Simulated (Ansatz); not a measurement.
# How BaTiO$_{3}$ stores the work of compression

Theory: Ansatz 0.2.0, DFT PBE, scalar-relativistic, plane waves, PAW. Settings: 420 eV cutoff, 8×8×8 k-mesh, Gaussian smearing of 0.02 eV, no spin polarisation.

Reference structure (relaxed):

```
CELL_PARAMETERS angstrom
4.01925 0.00000 0.00000
0.00000 4.01925 0.00000
0.00000 0.00000 4.01925
ATOMIC_POSITIONS crystal
Ba 0.50000 0.50000 0.50000
Ti 0.00000 0.00000 0.00000
O 0.50000 0.00000 0.00000
O 0.00000 0.50000 0.00000
O 0.00000 0.00000 0.50000
```

Cell and atoms were relaxed at each target pressure within the start's symmetry (Pm-3m), at zero temperature; other phases can be more stable under pressure. H = E + PV with P the target; E is the free energy at the smearing used, whose derivative the pressure is, per atom and counted from zero pressure.

Spin-orbit coupling is left out, which matters for the bands and energies of heavy elements.

| P (GPa) | V (Å³/atom) | E − E0 (meV) | H − H0 (meV) |
| --- | --- | --- | --- |
| 0 | 12.986 | 0.0 | 0.0 |
| 1 | 12.910 | 0.2 | 80.8 |
| 4 | 12.683 | 3.7 | 320.4 |
| 12 | 12.186 | 28.1 | 940.8 |
| 25 | 11.542 | 101.3 | 1902.2 |
| 50 | 10.662 | 302.7 | 3630.1 |
| 90 | 9.720 | 705.9 | 6165.8 |

**Question.** Thermodynamics gives dH/dP = V along a relaxed path. Integrate V over P by the trapezoid rule and compare with the computed enthalpies.

**Answer.** With 1 eV/Å³ = 160.22 GPa, each step adds the mean volume times ΔP / 160.22:
| P (GPa) | ∫V dP (meV) | H − H0 (meV) | difference (meV) |
| --- | --- | --- | --- |
| 1 | 80.8 | 80.8 | 0.0 |
| 4 | 320.4 | 320.4 | 0.1 |
| 12 | 941.3 | 940.8 | 0.5 |
| 25 | 1903.9 | 1902.2 | 1.7 |
| 50 | 3636.2 | 3630.1 | 6.2 |
| 90 | 6180.5 | 6165.8 | 14.7 |

V(P) curves upward, so the trapezoid rule runs high; integrating a smooth curve through the same points puts that excess at about 14.2 meV at 90 GPa, against the 14.7 meV found.

**Question.** At 90 GPa, how much of the enthalpy change is stored energy and how much is the PV term?

**Answer.** E rises by 706 meV/atom and PV is 90 × 9.720 / 160.22 = 5460 meV/atom, so PV makes 89 % of ΔH. So between rival structures at high pressure a small difference in volume can outweigh the difference in energy: 1 % of this volume is worth 54.6 meV/atom at this pressure.

**Question.** What bulk modulus do the lowest pressures give?

**Answer.** From the pressures that the runs reached, -0.98 GPa (13.065 Å³) and 0.97 GPa (12.910 Å³), B = −ΔP/Δln V = 1.95 / 0.0119 = 163 GPa, a mean over that range.

**Question.** The gap is 1.771 eV at -0.98 GPa and 1.797 eV at 0.97 GPa. What pressure coefficient and volume deformation potential follow?

**Answer.** dE_g/dP = 13.3 meV/GPa, and a_V = dE_g/d ln V = −B dE_g/dP = -2.17 eV. If the edges move to other points of the zone within the range, this is a mean of two slopes. Gaps are Kohn–Sham gaps over the whole zone.

Symmetry holds off the tilts and polar distortions that many cubic perovskites undergo.